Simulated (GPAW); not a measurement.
CdS: changing the functional

Symmetry: P6_3mc, No. 186, hexagonal system. Conventional cell: a = 4.150 Å, b = 4.150 Å, c = 6.737 Å, α = 90.00°, β = 90.00°, γ = 120.00°. Cd (site symmetry 3m) is surrounded by 4 S at 2.53 to 2.54 Å. S (site symmetry 3m) is surrounded by 4 Cd at 2.53 to 2.54 Å.

Kept alike: task band structure; k mesh 6 × 6 × 3; occupations fermi-dirac, width 0.05 eV; no spin polarisation. Program: GPAW, potentials by row: PAW data sets generated for this functional (AM05, BLYP, PBEsol); the program's PAW data sets (release 1.2.1) made for this functional (LDA, revPBE); GPAW PAW data sets (gpaw-data 1.2.1) (PBE, TPSS on files made for PBE, vdW-DF2 on files made for PBE), cutoff 600 eV. The mesh is that of the run's cell of 4 atoms. No spin-orbit coupling.

```csv
functional,band gap (eV)
AM05,1.161
BLYP,1.118
LDA,0.893
PBE,1.177
PBEsol,1.037
TPSS,1.378
revPBE,1.315
vdW-DF2,1.042
```

Runs of this series that gave no sound value for these columns are left out. Gaps are the smaller of the mesh's and the band path's.

Q: What does the functional change here?

A: The band gap runs from 0.893 (LDA) to 1.378 eV (TPSS). From PBE: AM05 -0.016; BLYP -0.059; LDA -0.284; PBEsol -0.140; TPSS +0.201; revPBE +0.138; vdW-DF2 -0.135.
